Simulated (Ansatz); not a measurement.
Here is an Ansatz 0.2.0 calculation.

Contents of input.yaml:

```yaml
crystal:
  lattice:
    - [2.7341, 0.0, 0.0]
    - [-1.36705, 2.3678000565, 0.0]
    - [0.0, 0.0, 4.3197]
  atoms:
    - { symbol: Os, position: [0.6666666667, 0.3333333333, 0.75] }
    - { symbol: Os, position: [0.3333333333, 0.6666666667, 0.25] }
kpoints:
  mp_grid: { grid: [11, 11, 6] }
scf:
  occupations: { method: fermi_dirac, width: 0.05 }
hamiltonian:
  xc: rpbe
  dispersion: d4
  pseudopotentials: { kind: all_electron, lapw: { basis_error: 0.001 } }
output:
  forces: true
  stress: true
relax:
  f_tol: 0.01
  max_steps: 60
  cell: {}
```

Potentials or basis: all-electron LAPW, scalar-relativistic.

Launch:

```bash
$ ansatz run input.yaml --threads 1 --pin off --max-ram 3072MiB --backend cpu --events-out ev --progress --plain --runs-dir out
```

Predict the relaxed volume.

13.95 Å³/atom.

What does it give for the relaxed cell?

a = 2.731 Å, b = 2.731 Å, c = 4.320 Å, α = 90.00°, β = 90.00°, γ = 120.00°.

Predict the space group after relaxing (to 0.05 Å).

P6_3/mmc (No. 194).

Step by step:
```
step  energy change (eV)  largest force (eV/Å)  volume (Å³)
   1              0.0000                0.0000        27.96
   2             -0.0002                0.0000        27.91
   3             -0.0002                0.0000        27.91
```

Spin-orbit coupling is left out, which matters for the levels of Os.
